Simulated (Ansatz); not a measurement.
The system is GaSb.

```xyz
2
Lattice="0.0000 3.0590 3.0590 3.0590 0.0000 3.0590 3.0590 3.0590 0.0000" Properties=species:S:1:pos:R:3 pbc="T T T"
Sb    4.5885    4.5885    4.5885
Ga    0.0000    0.0000    0.0000
```

- Program: Ansatz 0.2.0
- Task: relaxation of cell and atoms
- Functional: PBE
- Potentials or basis: Ansatz PAW
- Cutoff: 420 eV (not typed: the program's choice for these potentials)
- k mesh: 8 × 8 × 8
- Occupations: fermi-dirac, width 0.05 eV
- Spin: no spin polarisation

At the start: volume 28.62 Å³/atom.

Q: Where does the relaxation end?

A: It ends after 6 steps and the volume is 30.00 Å³/atom (+4.8 %); space group F-43m (No. 216, to 0.05 Å).

Step by step:
```
step  energy change (eV)  largest force (eV/Å)  volume (Å³)
   1              0.0000                0.0000        57.25
   2             -0.0173                0.0000        60.77
   3             -0.0187                0.0000        60.07
   4             -0.0193                0.0000        60.07
   5             -0.0193                0.0000        60.00
   6             -0.0193                0.0000        60.00
```

Final structure:
```xyz
2
Lattice="0.0000 3.1073 3.1073 3.1073 0.0000 3.1073 3.1073 3.1073 0.0000" Properties=species:S:1:pos:R:3 pbc="T T T"
Sb    4.6610    4.6610    4.6610
Ga    0.0000    0.0000    0.0000
```

Caveat: the plane-wave basis is chosen anew once the cell has moved, so the energies of steps on either side of that aren't comparable.
